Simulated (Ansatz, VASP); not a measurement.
# Two plane-wave programs on Tl

File INCAR:

```
ALGO     = Normal         # electronic algorithm
EDIFF    = 1E-6           # SCF threshold, eV
ENCUT    = 520            # plane-wave cutoff, eV
GGA      = PE             # functional
ISIF     = 2              # what is computed and relaxed
ISMEAR   = 0              # smearing method
LASPH    = T              # aspherical terms in the spheres
LCHARG   = T              # write CHGCAR
LELF     = T              # ELF
LREAL    = F              # projectors in reciprocal space
LVHAR    = T            
LWAVE    = F              # write WAVECAR
NBANDS   = 20             # bands
NELM     = 80             # most SCF steps
PREC     = Accurate       # precision mode
SIGMA    = 0.1            # smearing width, eV
```

Contents of KPOINTS:

```
k-points
0
Gamma
  6 6 4
```

Contents of POSCAR:

```
Tl
1.0
    3.4559983565      0.0000000000      0.0000000000
   -1.7279991783      2.9929823722      0.0000000000
    0.0000000000      0.0000000000      5.5250000000
Tl
2
Direct
    0.3333333333      0.6666666667      0.2500000000
    0.6666666667      0.3333333333      0.7500000000
```

Input for Ansatz:

```yaml
crystal:
  lattice:
    - [3.456, 0.0, 0.0]
    - [-1.728, 2.9929837955, 0.0]
    - [0.0, 0.0, 5.525]
  atoms:
    - { symbol: Tl, position: [0.3333333333, 0.6666666667, 0.25] }
    - { symbol: Tl, position: [0.6666666667, 0.3333333333, 0.75] }
basis:
  ecutwfc: 420
kpoints:
  mp_grid: { grid: [6, 6, 4] }
hamiltonian:
  xc: pbe
scf:
  occupations: { method: gaussian, width: 0.1 }
output:
  forces: true
  stress: true
  eigenvalues: true
```

Alike in both runs: task single point; functional PBE; k mesh 6 × 6 × 4; occupations gaussian, width 0.1 eV; no spin polarisation.

|  | VASP | Ansatz |
| --- | --- | --- |
| version | VASP 6.6.1 | Ansatz 0.2.0 |
| potentials or method | VASP PAW PBE potentials, release 64 (Tl_d) | scalar-relativistic, plane waves, PAW |
| plane-wave cutoff (eV) | 520 | 420 |
| valence electrons in the cell | 26 | 26 |

VASP gave:

| Item | Value |
| --- | --- |
| gap on the k mesh at the Fermi level (eV) | none |
| pressure (GPa) | 3.0 |
| largest component of the traceless stress (GPa) | 1.75 |

Problem. Which values does Ansatz return?

Solution. gap on the k mesh at the Fermi level (eV): none; pressure (GPa): 3.1; largest component of the traceless stress (GPa): 1.74.

A gap of «none» marks a metal or a gap that the smearing closes. The functional is the same, so the differences come from potentials, cutoffs and numerics.

The runs have no spin-orbit coupling, so splittings on Tl are missing.
